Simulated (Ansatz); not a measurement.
# Rb (beta tin type): the cost of one run

Method: DFT PBE, with the methods named in each step, in Ansatz 0.2.0.

## Step 1: The system as given

It takes space group I4_1/amd (No. 141, tetragonal). The conventional cell has a = 8.907 Å, b = 8.907 Å, c = 4.804 Å, α = 90.00°, β = 90.00°, γ = 90.00°.

Coordinates:

```
CELL_PARAMETERS angstrom
-4.45347 4.45347 2.40206
4.45347 -4.45347 2.40206
4.45347 4.45347 -2.40206
ATOMIC_POSITIONS crystal
Rb 0.62500 0.87500 0.75000
Rb 0.37500 0.12500 0.25000
```

Whether this phase is the stable one at these pressures isn't tested.

Atoms are numbered in the order of the input: Rb1, Rb2.

## Step 2: The reference volume, LAPW

The input, input.yaml:

```yaml
crystal:
  lattice:
    - [-4.453468424, 4.453468424, 2.4020571567]
    - [4.453468424, -4.453468424, 2.4020571567]
    - [4.453468424, 4.453468424, -2.4020571567]
  atoms:
    - { symbol: Rb, position: [-0.375, -0.125, -0.25] }
    - { symbol: Rb, position: [0.375, 0.125, 0.25] }
kpoints:
  mp_grid: { grid: [9, 9, 9] }
  band_path:
    path:
      - [0.0, 0.0, 0.0]
      - [0.0, 0.0, 0.5]
      - [-0.5, 0.5, 0.5]
      - [0.0, 0.0, 0.0]
      - [0.3227293872, 0.3227293872, -0.3227293872]
      - [-0.3227293872, 0.6772706128, 0.3227293872]
      - [-0.5, 0.5, 0.5]
      - [0.0, 0.0, 0.5]
      - [0.25, 0.25, 0.25]
    npoints: 14
scf:
  occupations: { method: fermi_dirac, width: 0.08 }
hamiltonian:
  xc: pbe
  pseudopotentials: { kind: all_electron, lapw: { basis_error: 0.001 } }
output:
  forces: true
  stress: true
  eigenvalues: true
  populations: true
  dos: { projected: true, de: 0.2, e_range: [-14, 8] }
```

Started as:

```bash
$ ansatz run input.yaml --threads 1 --pin off --max-ram 2048MiB --backend cpu --events-out ev --progress --plain --runs-dir out
```

What time and memory should one allow on 1 thread of Arm Neoverse V1, shared host?

About 16 s, with a peak of 0.28 GiB.
